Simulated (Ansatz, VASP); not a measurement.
# PtSe2: VASP beside Ansatz

```
CELL_PARAMETERS angstrom
0.00000 3.13090 3.13090
3.13090 0.00000 3.13090
3.13090 3.13090 0.00000
ATOMIC_POSITIONS crystal
Pt 0.00000 0.00000 0.00000
Se 0.25000 0.25000 0.25000
Se 0.75000 0.75000 0.75000
```

The cell was built by a generator and needn't be a form met in nature.

Alike in both runs: task single point; functional PBEsol; k mesh 6 × 6 × 6; occupations fermi-dirac, width 0.02 eV; no spin polarisation.

|  | VASP | Ansatz |
| --- | --- | --- |
| version | VASP 6.6.1 | Ansatz 0.2.0 |
| potentials or method | VASP PAW PBE potentials, release 64 (Pt, Se) | plane waves, PAW |
| plane-wave cutoff (eV) | 520 | 420 |
| valence electrons in the cell | 22 | 50 |

|  | VASP | Ansatz | Ansatz less VASP |
| --- | --- | --- | --- |
| pressure (GPa) | -3.4 | -3.4 | -0.01 |

The two sets of potentials don't hold the same shells in valence.

Caveats: the PAW data sets were made with another functional, which shifts forces and pressure a little (VASP). The runs have no spin-orbit coupling, so splittings on Pt are missing.
